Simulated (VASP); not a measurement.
# TiO2 (Anatase) (I4_1/amd) in VASP: notebook

One crystal, TiO2 (Anatase), is run at these levels: PBE; tasks: single point.

All numbers are computed with VASP 6.6.1; they aren't measurements. Logs are shortened: lines on timing, memory, paths and dates and some standing lists are left out, and cuts for length are marked.

## (1) The structure

Symmetry: I4_1/amd, No. 141, tetragonal system. Conventional cell: a = 3.784 Å, b = 3.784 Å, c = 9.515 Å, α = 90.00°, β = 90.00°, γ = 90.00°. Ti (site symmetry -4m2) is surrounded by 6 O at 1.93 to 1.98 Å. O (site symmetry 2mm) is surrounded by 3 Ti at 1.93 to 1.98 Å.

## (2) Single point, PBE

The input, INCAR:

```
SYSTEM = TiO2
ADDGRID = .FALSE.
ALGO = Normal
EDIFF = 1E-7
ENCUT = 460
GGA = PE
ISIF = 2
ISMEAR = 0
LASPH = .TRUE.
LCHARG = .FALSE.
LREAL = .FALSE.
LWAVE = .FALSE.
NELM = 100
PREC = Low
SIGMA = 0.05
```

The input, KPOINTS:

```
k-points
0
G
  5 5 5
  0 0 0
```

The input, POSCAR:

```
TiO2
1.0
   -1.8921000000      1.8921000000      4.7573000000
    1.8921000000     -1.8921000000      4.7573000000
    1.8921000000      1.8921000000     -4.7573000000
Ti O
2 4
Direct
    0.7500000000      0.2500000000      0.5000000000
    0.0000000000      0.0000000000      0.0000000000
    0.7919000000      0.7919000000      0.0000000000
    0.5419000000      0.0419000000      0.5000000000
    0.9581000000      0.4581000000      0.5000000000
    0.2081000000      0.2081000000      0.0000000000
```

Potentials or basis: VASP PAW PBE potentials, release 64 (Ti, O).

Launch:

```
$ cat potpaw_PBE.64/Ti/POTCAR potpaw_PBE.64/O/POTCAR > POTCAR
$ mpirun -np 1 vasp_std > vasp.out
```

OUTCAR:

```text
SYSTEM = TiO2
   EDIFF = 1E-7
   ENCUT = 460
   GGA = PE
   ISIF = 2
   ISMEAR = 0
   LASPH = .TRUE.
   LREAL = .FALSE.
   NELM = 100
   PREC = Low

 Found     18 irreducible k-points:

 Following reciprocal coordinates:
            Coordinates               Weight
  0.000000  0.000000  0.000000      1.000000
  0.200000 -0.000000  0.000000      8.000000
  0.400000  0.000000  0.000000      8.000000
  0.200000  0.200000  0.000000      8.000000
  0.400000  0.200000  0.000000     16.000000
 -0.400000  0.200000 -0.000000     16.000000
   k-points           NKPTS =     18   k-points in BZ     NKDIM =     18   number of bands    NBANDS=     20
   number of dos      NEDOS =    301   number of ions     NIONS =      6
   total plane-waves  NPLWV =  27000
   dimension x,y,z NGX =    30 NGY =   30 NGZ =   30
   dimension x,y,z NGXF=    32 NGYF=   32 NGZF=   32
   ions per type =               2   4
   NGX,Y,Z   is equivalent  to a cutoff of   9.14,  9.14,  9.14 a.u.
   NGXF,Y,Z  is equivalent  to a cutoff of   9.75,  9.75,  9.75 a.u.
 SYSTEM =  TiO2
   PREC   = low       normal or accurate (medium, high low for compatibility)
   ISTART =      0    job   : 0-new  1-cont  2-samecut
   ICHARG =      2    charge: 1-file 2-atom 10-const
   ISPIN  =      1    spin polarized calculation?
   LNONCOLLINEAR =      F non collinear calculations
   LSORBIT =      F    spin-orbit coupling
   LASPH  =      T    aspherical Exc in radial PAW
   ENCUT  =  460.0 eV  33.81 Ry    5.81 a.u.   9.55  9.55  9.55*2*pi/ulx,y,z
   NELM   =    100;   NELMIN=  2; NELMDL= -5     # of ELM steps
   EDIFF  = 0.1E-06   stopping-criterion for ELM
   LREAL  =      F    real-space projection
   EDIFFG = 0.1E-05   stopping-criterion for IOM
   NSW    =      0    number of steps for IOM
   IBRION =     -1    ionic relax: 0-MD 1-quasi-New 2-CG
   NFREE  =      0    steps in history (QN), initial steepest desc. (CG)
   ISIF   =      2    stress and relaxation
   ISYM   =      2    0-nonsym 1-usesym 2-fastsym
   POTIM  = 0.5000    time-step for ionic-motion
   TEBEG  =    0.0;   TEEND  =   0.0 temperature during run
   PSTRESS=    0.0 pullay stress
   NELECT =      32.0000    total number of electrons
   NUPDOWN=      -1.0000    fix difference up-down
   EMIN   =  10.00;   EMAX   =-10.00  energy-range for DOS
[... 5 lines left out ...]
     AMIX     =   0.40;   BMIX     =  1.00
     AMIX_MAG =   1.60;   BMIX_MAG =  1.00
  volume/ion in A,a.u.               =      11.35        76.62
  Fermi-wavevector in a.u.,A,eV,Ry     =   1.272590  2.404847 22.034444  1.619486
  Thomas-Fermi vector in A             =   2.405460
   LORBIT       =      0    0 simple, 1 ext, 2 COOP (PROOUT), +10 PAW based schemes
   GGA     = PE    functional components
   LHFCALC =     F    Hartree Fock is set to
   AEXX    =    0.0000 exact exchange contribution
   IVDW    =     0    specifies the selected vdW correction
   LEPSILON=     F    determine dielectric tensor
   LRPA    =     F    only Hartree local field effects (RPA)
 non-spin polarized calculation
 Gauss-broadening in eV      SIGMA  =   0.05
  energy-cutoff  :      460.00
  volume of cell :       68.13
 maximum number of plane-waves:      1547
   NGX = 19   NGY = 19   NGZ = 19

 number of electron      32.0000450 magnetization

 Free energy of the ion-electron system (eV)
  ---------------------------------------------------
  ext. energy  EPLUGINS =         0.00000000
  ---------------------------------------------------
  free energy    TOTEN  =       -52.93817451 eV

  energy without entropy =      -52.93817451  energy(sigma->0) =      -52.93817451

 E-fermi :   0.9082     XC(G=0): -10.5240

 val. band max:        0.6905705829   @ k =  -0.4000   0.4000   0.0000
 cond. band min:       2.6432407567   @ k =   0.0000   0.0000   0.0000
 fundamental gap:      1.9526701738
 Fermi energy:         0.9081529546

 k-point     1 :       0.0000    0.0000    0.0000
  band No.  band energies     occupation
      1     -16.9960      2.00000
      2     -15.9477      2.00000
      3     -15.9347      2.00000
      4     -15.4691      2.00000
      5      -3.2731      2.00000
      6      -3.1551      2.00000
[... 12 lines left out ...]
     19       4.4739      0.00000
     20       4.4745      0.00000

 k-point     2 :       0.2000   -0.0000    0.0000
  band No.  band energies     occupation
      1     -16.8179      2.00000
      2     -15.8975      2.00000
      3     -15.8511      2.00000
      4     -15.4590      2.00000
      5      -3.6529      2.00000
      6      -3.2658      2.00000
[... 12 lines left out ...]
     19       3.8742      0.00000
     20       4.1440      0.00000

 k-point     3 :       0.4000    0.0000    0.0000
  band No.  band energies     occupation
      1     -16.5264      2.00000
      2     -15.7461      2.00000
      3     -15.7132      2.00000
      4     -15.4923      2.00000
      5      -3.9414      2.00000
      6      -3.2190      2.00000
[... 12 lines left out ...]
     19       4.0801      0.00000
     20       4.1353      0.00000

 k-point     4 :       0.2000    0.2000    0.0000
  band No.  band energies     occupation
      1     -16.5867      2.00000
      2     -15.8874      2.00000
      3     -15.7587      2.00000
      4     -15.4685      2.00000
      5      -3.7418      2.00000
      6      -3.5510      2.00000
[... 12 lines left out ...]
     19       3.7678      0.00000
     20       4.1297      0.00000

 k-point     5 :       0.4000    0.2000    0.0000
  band No.  band energies     occupation
      1     -16.2841      2.00000
      2     -15.7372      2.00000
      3     -15.6294      2.00000
      4     -15.4877      2.00000
      5      -3.9707      2.00000
      6      -3.6127      2.00000
[... 12 lines left out ...]
     19       4.1048      0.00000
     20       4.2055      0.00000

 k-point     6 :      -0.4000    0.2000   -0.0000
  band No.  band energies     occupation
      1     -16.3591      2.00000
      2     -15.6826      2.00000
      3     -15.6410      2.00000
      4     -15.4452      2.00000
      5      -3.9193      2.00000
      6      -3.5862      2.00000
[... 12 lines left out ...]
     19       4.0900      0.00000
     20       4.2694      0.00000

 [... further k-points ...]
[... 5 lines left out ...]
  --------------------------------------------------------------------------------------
  -------------------------------------------------------------------------------------
  Total        3.1918395      3.1918395      3.4584908      0.0000000      0.0000000      0.0000000
  in kB       75.0659402     75.0659402     81.3370662      0.0000000      0.0000000      0.0000000
  external PRESSURE =      77.1563155 kB  Pullay stress =       0.0000000 kB

 VOLUME and BASIS-vectors are now :
 -----------------------------------------------------------------------------
  energy-cutoff  :      460.00
  volume of cell :       68.13
      direct lattice vectors                 reciprocal lattice vectors
    -1.892100000  1.892100000  4.757300000     0.000000000  0.264256646  0.105101633
     1.892100000 -1.892100000  4.757300000     0.264256646  0.000000000  0.105101633
     1.892100000  1.892100000 -4.757300000     0.264256646  0.264256646  0.000000000

 POSITION                                       TOTAL-FORCE (eV/Angst)
 -----------------------------------------------------------------------------------
      0.00000      1.89210      2.37865         0.000000      0.000000      0.000000
      0.00000      0.00000      0.00000         0.000000      0.000000      0.000000
      0.00000      0.00000      7.53461        -0.000000     -0.000000     -0.175961
      0.00000      1.89210      0.39866         0.000000      0.000000     -0.175961
      0.00000      1.89210      4.35864         0.000000      0.000000      0.175961
      0.00000      0.00000      1.97999        -0.000000     -0.000000      0.175961
 -----------------------------------------------------------------------------------
    total drift:                                0.000000     -0.000000      0.000000

  FREE ENERGIE OF THE ION-ELECTRON SYSTEM (eV)
  ---------------------------------------------------
  free  energy   TOTEN  =       -52.9381745136 eV

  energy  without entropy=      -52.9381745136  energy(sigma->0) =      -52.93817451
```

Wall time 18 s (1 thread of Intel Xeon Platinum 8488C (Sapphire Rapids), shared host); peak memory 0.13 GiB.

These settings aren't checked as converged: the numbers below hold their error.

Results:

```yaml
Free_energy: -52.9382 eV
Pressure: 7.7 GPa
Largest_force: 0.176 eV/Å
Band_gap_on_the_k_mesh: 1.95 eV, indirect (least direct gap 2.27 eV)
```

Caveat: the k mesh is coarse (spacing up to 0.47 Å⁻¹), so the values aren't converged; the cutoff is under 1.25 times the usual one of these potentials, so pressure, stress and relaxed cells hold a basis-set (Pulay) error; an odd mesh through Γ misses points on the zone boundary, where band edges often lie.

## (3) Single point, PBE

INCAR is that of step 2.

KPOINTS is that of step 2.

The input, POSCAR:

```
TiO2
1.0
   -1.8921000000      1.8921000000      4.7573000000
    1.8921000000     -1.8921000000      4.7573000000
    1.8921000000      1.8921000000     -4.7573000000
Ti O
2 4
Direct
    0.7634100000      0.2505420000      0.5022120000
    0.0240310000     -0.0225460000     -0.0109780000
    0.8032660000      0.7916050000      0.0039110000
    0.5255800000      0.0234350000      0.4817660000
    0.9615640000      0.4693800000      0.5068500000
    0.1853180000      0.2146180000     -0.0384270000
```

Potentials or basis: VASP PAW PBE potentials, release 64 (Ti, O).

Launch:

```
$ cat potpaw_PBE.64/Ti/POTCAR potpaw_PBE.64/O/POTCAR > POTCAR
$ mpirun -np 1 vasp_std > vasp.out
```

OUTCAR:

```text
SYSTEM = TiO2
   EDIFF = 1E-7
   ENCUT = 460
   GGA = PE
   ISIF = 2
   ISMEAR = 0
   LASPH = .TRUE.
   LREAL = .FALSE.
   NELM = 100
   PREC = Low

 Found     63 irreducible k-points:

 Following reciprocal coordinates:
            Coordinates               Weight
  0.000000  0.000000  0.000000      1.000000
  0.200000 -0.000000  0.000000      2.000000
 -0.000000  0.200000  0.000000      2.000000
 -0.000000  0.200000 -0.200000      2.000000
  0.200000 -0.000000 -0.200000      2.000000
  0.400000  0.000000  0.000000      2.000000
   k-points           NKPTS =     63   k-points in BZ     NKDIM =     63   number of bands    NBANDS=     20
   number of dos      NEDOS =    301   number of ions     NIONS =      6
   total plane-waves  NPLWV =  27000
   dimension x,y,z NGX =    30 NGY =   30 NGZ =   30
   dimension x,y,z NGXF=    32 NGYF=   32 NGZF=   32
   ions per type =               2   4
   NGX,Y,Z   is equivalent  to a cutoff of   9.14,  9.14,  9.14 a.u.
   NGXF,Y,Z  is equivalent  to a cutoff of   9.75,  9.75,  9.75 a.u.
 SYSTEM =  TiO2
   PREC   = low       normal or accurate (medium, high low for compatibility)
   ISTART =      0    job   : 0-new  1-cont  2-samecut
   ICHARG =      2    charge: 1-file 2-atom 10-const
   ISPIN  =      1    spin polarized calculation?
   LNONCOLLINEAR =      F non collinear calculations
   LSORBIT =      F    spin-orbit coupling
   LASPH  =      T    aspherical Exc in radial PAW
   ENCUT  =  460.0 eV  33.81 Ry    5.81 a.u.   9.55  9.55  9.55*2*pi/ulx,y,z
   NELM   =    100;   NELMIN=  2; NELMDL= -5     # of ELM steps
   EDIFF  = 0.1E-06   stopping-criterion for ELM
   LREAL  =      F    real-space projection
   EDIFFG = 0.1E-05   stopping-criterion for IOM
   NSW    =      0    number of steps for IOM
   IBRION =     -1    ionic relax: 0-MD 1-quasi-New 2-CG
   NFREE  =      0    steps in history (QN), initial steepest desc. (CG)
   ISIF   =      2    stress and relaxation
   ISYM   =      2    0-nonsym 1-usesym 2-fastsym
   POTIM  = 0.5000    time-step for ionic-motion
   TEBEG  =    0.0;   TEEND  =   0.0 temperature during run
   PSTRESS=    0.0 pullay stress
   NELECT =      32.0000    total number of electrons
   NUPDOWN=      -1.0000    fix difference up-down
   EMIN   =  10.00;   EMAX   =-10.00  energy-range for DOS
[... 5 lines left out ...]
     AMIX     =   0.40;   BMIX     =  1.00
     AMIX_MAG =   1.60;   BMIX_MAG =  1.00
  volume/ion in A,a.u.               =      11.35        76.62
  Fermi-wavevector in a.u.,A,eV,Ry     =   1.272590  2.404847 22.034444  1.619486
  Thomas-Fermi vector in A             =   2.405460
   LORBIT       =      0    0 simple, 1 ext, 2 COOP (PROOUT), +10 PAW based schemes
   GGA     = PE    functional components
   LHFCALC =     F    Hartree Fock is set to
   AEXX    =    0.0000 exact exchange contribution
   IVDW    =     0    specifies the selected vdW correction
   LEPSILON=     F    determine dielectric tensor
   LRPA    =     F    only Hartree local field effects (RPA)
 non-spin polarized calculation
 Gauss-broadening in eV      SIGMA  =   0.05
  energy-cutoff  :      460.00
  volume of cell :       68.13
 maximum number of plane-waves:      1547
   NGX = 19   NGY = 19   NGZ = 19

 number of electron      31.9999702 magnetization

 Free energy of the ion-electron system (eV)
  ---------------------------------------------------
  ext. energy  EPLUGINS =         0.00000000
  ---------------------------------------------------
  free energy    TOTEN  =       -52.52109678 eV

  energy without entropy =      -52.52109678  energy(sigma->0) =      -52.52109678

 E-fermi :   1.0557     XC(G=0): -10.5272

 val. band max:        0.7806691804   @ k =   0.0000   0.0000  -0.4000
 cond. band min:       2.9962994266   @ k =   0.0000   0.0000   0.0000
 fundamental gap:      2.2156302462
 Fermi energy:         1.0557247461

 k-point     1 :       0.0000    0.0000    0.0000
  band No.  band energies     occupation
      1     -16.9476      2.00000
      2     -16.0518      2.00000
      3     -15.8409      2.00000
      4     -15.5275      2.00000
      5      -3.1885      2.00000
      6      -3.0597      2.00000
[... 12 lines left out ...]
     19       4.2137      0.00000
     20       4.4023      0.00000

 k-point     2 :       0.2000   -0.0000    0.0000
  band No.  band energies     occupation
      1     -16.7723      2.00000
      2     -15.9646      2.00000
      3     -15.7550      2.00000
      4     -15.5021      2.00000
      5      -3.3664      2.00000
      6      -3.1751      2.00000
[... 12 lines left out ...]
     19       3.9161      0.00000
     20       4.2929      0.00000

 k-point     3 :      -0.0000    0.2000    0.0000
  band No.  band energies     occupation
      1     -16.7668      2.00000
      2     -15.9940      2.00000
      3     -15.7879      2.00000
      4     -15.4981      2.00000
      5      -3.6307      2.00000
      6      -3.1091      2.00000
[... 12 lines left out ...]
     19       3.8956      0.00000
     20       4.1807      0.00000

 k-point     4 :      -0.0000    0.2000   -0.2000
  band No.  band energies     occupation
      1     -16.7664      2.00000
      2     -15.9666      2.00000
      3     -15.7595      2.00000
      4     -15.5022      2.00000
      5      -3.3713      2.00000
      6      -3.2077      2.00000
[... 12 lines left out ...]
     19       3.8927      0.00000
     20       4.2938      0.00000

 k-point     5 :       0.2000   -0.0000   -0.2000
  band No.  band energies     occupation
      1     -16.7699      2.00000
      2     -15.9928      2.00000
      3     -15.7852      2.00000
      4     -15.4988      2.00000
      5      -3.6139      2.00000
      6      -3.1393      2.00000
[... 12 lines left out ...]
     19       3.9342      0.00000
     20       4.1400      0.00000

 k-point     6 :       0.4000    0.0000    0.0000
  band No.  band energies     occupation
      1     -16.5019      2.00000
      2     -15.7833      2.00000
      3     -15.6407      2.00000
      4     -15.4223      2.00000
      5      -3.9042      2.00000
      6      -3.3864      2.00000
[... 12 lines left out ...]
     19       4.2665      0.00000
     20       4.5781      0.00000

 [... further k-points ...]
[... 5 lines left out ...]
  --------------------------------------------------------------------------------------
  -------------------------------------------------------------------------------------
  Total        5.3128368      7.5929510      1.1740554      0.1829272      0.3529153      0.4018099
  in kB      124.9477263    178.5716364     27.6115301      4.3020979      8.2998912      9.4497988
  external PRESSURE =     110.3769643 kB  Pullay stress =       0.0000000 kB

 VOLUME and BASIS-vectors are now :
 -----------------------------------------------------------------------------
  energy-cutoff  :      460.00
  volume of cell :       68.13
      direct lattice vectors                 reciprocal lattice vectors
    -1.892100000  1.892100000  4.757300000     0.000000000  0.264256646  0.105101633
     1.892100000 -1.892100000  4.757300000     0.264256646  0.000000000  0.105101633
     1.892100000  1.892100000 -4.757300000     0.264256646  0.264256646  0.000000000

 POSITION                                       TOTAL-FORCE (eV/Angst)
 -----------------------------------------------------------------------------------
     -0.02016      1.92063      2.43450         0.093784     -1.693291      0.028418
      3.67530      0.06736      0.05929         1.314098     -0.985117     -0.405640
     -0.01466      0.02946      7.56867         0.153468     -0.549509     -0.030206
     -0.03856      1.86166      0.31992         0.273465      0.586440      1.259838
      0.02775      1.89027      4.39619        -1.811928     -0.239548      0.131199
      1.87483      1.76395     -2.67188        -0.022887      2.881026     -0.983608
 -----------------------------------------------------------------------------------
    total drift:                               -0.001475     -0.000716     -0.012029

  FREE ENERGIE OF THE ION-ELECTRON SYSTEM (eV)
  ---------------------------------------------------
  free  energy   TOTEN  =       -52.5210967831 eV

  energy  without entropy=      -52.5210967831  energy(sigma->0) =      -52.52109678
```

It took 57 s on 1 thread of Intel Xeon Platinum 8488C (Sapphire Rapids), shared host; peak memory 0.16 GiB.

The run converged, but some of its settings lie outside the range that counts as converged, so its numbers aren't taken as properties of the crystal.

Results:

| Quantity | Value |
| --- | --- |
| Free energy | -52.5211 eV |
| Pressure | 11.0 GPa |
| Largest force | 3.044 eV/Å |
| Band gap on the k mesh | 2.22 eV, indirect (least direct gap 2.63 eV) |

Caveat: the k mesh is coarse (spacing up to 0.47 Å⁻¹), so the values aren't converged; the cutoff is under 1.25 times the usual one of these potentials, so pressure, stress and relaxed cells hold a basis-set (Pulay) error; an odd mesh through Γ misses points on the zone boundary, where band edges often lie.

## (4) Single point, PBE

INCAR: that of step 3 with these lines changed.

```diff
@@ -13,3 +13,3 @@
 NELM = 100
-PREC = Low
+PREC = Normal
 SIGMA = 0.05
```

KPOINTS is that of step 3.

The input, POSCAR:

```
TiO2
1.0
   -1.8921000000      1.8921000000      4.7573000000
    1.8921000000     -1.8921000000      4.7573000000
    1.8921000000      1.8921000000     -4.7573000000
Ti O
2 4
Direct
    0.7500000000      0.2500000000      0.5000000000
    0.0000000000      0.0000000000      0.0000000000
    0.7919000000      0.7919000000      0.0000000000
    0.5419000000      0.0419000000      0.5000000000
    0.9581000000      0.4581000000      0.5000000000
    0.2081000000      0.2081000000      0.0000000000
```

Launch:

```
$ cat potpaw_PBE.64/Ti/POTCAR potpaw_PBE.64/O/POTCAR > POTCAR
$ mpirun -np 1 vasp_std > vasp.out
```

Run time: 18 s. Hardware: 1 thread of Intel Xeon Platinum 8488C (Sapphire Rapids), shared host; peak memory 0.17 GiB.

The run converged, but some of its settings lie outside the range that counts as converged, so its numbers aren't taken as properties of the crystal.

What came out:

```
Free energy            : -52.9281 eV
Pressure               : 7.6 GPa
Largest force          : 0.163 eV/Å
Band gap on the k mesh : 1.95 eV, indirect (least direct gap 2.27 eV)
```

Caveat: the k mesh is coarse (spacing up to 0.47 Å⁻¹), so the values aren't converged; the cutoff is under 1.25 times the usual one of these potentials, so pressure, stress and relaxed cells hold a basis-set (Pulay) error; an odd mesh through Γ misses points on the zone boundary, where band edges often lie.
